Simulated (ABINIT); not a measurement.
Au, 1 atom in the cell. The structure is cubic, space group Fm-3m (No. 225). The conventional cell has a = 4.070 Å, b = 4.070 Å, c = 4.070 Å, α = 90.00°, β = 90.00°, γ = 90.00°. Au (site symmetry m-3m) is surrounded by 12 Au at 2.88 Å. 

```yaml
Program: ABINIT 10.8.3 (patched build)
Task: band structure
Functional: PBE
Potentials_or_basis: Ansatz NC PBE
Cutoff: 1034 eV
k_mesh: 11 × 11 × 11
Occupations: fermi-dirac, width 0.05 eV
Spin: no spin polarisation
```

Potentials or basis: Ansatz NC PBE.

Run with:

```bash
$ abinit run.abi > log 2>&1
```

Hardware: 1 thread of Arm Neoverse V2 (shared host).

Estimate the wall time of this run.

Run time: 46 s on 1 thread of Arm Neoverse V2, with other jobs on the host, peak memory 0.11 GiB. Counts: scf iterations 8, k points 56, bands 14, plane waves 1303.
